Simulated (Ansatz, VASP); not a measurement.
MgO in VASP and in Ansatz

```
CELL_PARAMETERS angstrom
3.30779 0.00000 0.00000
-1.65389 2.86463 0.00000
0.00000 0.00000 4.98288
ATOMIC_POSITIONS crystal
Mg 0.33333 0.66667 0.00216
Mg 0.66667 0.33333 0.50216
O 0.33333 0.66667 0.28203
O 0.66667 0.33333 0.90244
```

Alike in both runs: task single point; functional PBEsol; k mesh 9 × 9 × 6; occupations gaussian, width 0.05 eV; no spin polarisation.

|  | VASP | Ansatz |
| --- | --- | --- |
| version | VASP 6.6.1 | Ansatz 0.2.0 |
| potentials or method | VASP PAW PBE potentials, release 64 (Mg, O) | scalar-relativistic, plane waves, PAW |
| plane-wave cutoff (eV) | 520 | 420 |
| valence electrons in the cell | 16 | 32 |

Ansatz gave:

- gap on the k mesh at the Fermi level (eV): 2.87
- least direct gap on the mesh (eV): 3.08
- rms of the force components (eV/Å): 10.386

Task: What did VASP give for the same quantities?

Result: gap on the k mesh at the Fermi level (eV): 2.88; least direct gap on the mesh (eV): 3.09; rms of the force components (eV/Å): 10.933.

Atom by atom the forces differ by 0.551 eV/Å (rms over components). The functional is the same, so the differences come from potentials, cutoffs and numerics. The two sets of potentials don't hold the same shells in valence.

Caveats: the PAW data sets were made with another functional, which shifts forces and pressure a little (VASP); an odd mesh through Γ misses points on the zone boundary, where band edges often lie.
